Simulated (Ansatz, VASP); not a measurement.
## TaN in VASP and in Ansatz

```
CELL_PARAMETERS angstrom
0.00000 2.19891 2.19891
2.19891 0.00000 2.19891
2.19891 2.19891 0.00000
ATOMIC_POSITIONS crystal
Ta 0.50000 0.50000 0.50000
N 0.00000 0.00000 0.00000
```

Alike in both runs: functional r2SCAN; k mesh 8 × 8 × 8; occupations gaussian, width 0.1 eV; no spin polarisation.

Ansatz relaxed the structure, and its values are those at the end. VASP's run is a single point on that final structure, the one shown.

|  | VASP | Ansatz |
| --- | --- | --- |
| version | VASP 6.6.1 | Ansatz 0.2.0 |
| potentials or method | VASP PAW PBE potentials, release 64 (Ta_pv, N) | scalar-relativistic, plane waves, PAW |
| plane-wave cutoff (eV) | 520 | 500 |
| valence electrons in the cell | 16 | 18 |

Ansatz gave:

| Item | Value |
| --- | --- |
| gap on the k mesh at the Fermi level (eV) | none |
| pressure (GPa) | -0.2 |

**Question.** Which values does VASP return?

**Answer.** gap on the k mesh at the Fermi level (eV): none; pressure (GPa): 1.8.

A gap of «none» marks a metal or a gap that the smearing closes. The two sets of potentials don't hold the same shells in valence.

Caveats: the PAW data sets were made with another functional, which shifts forces and pressure a little (VASP). Spin-orbit coupling is left out, which matters for the levels of Ta.
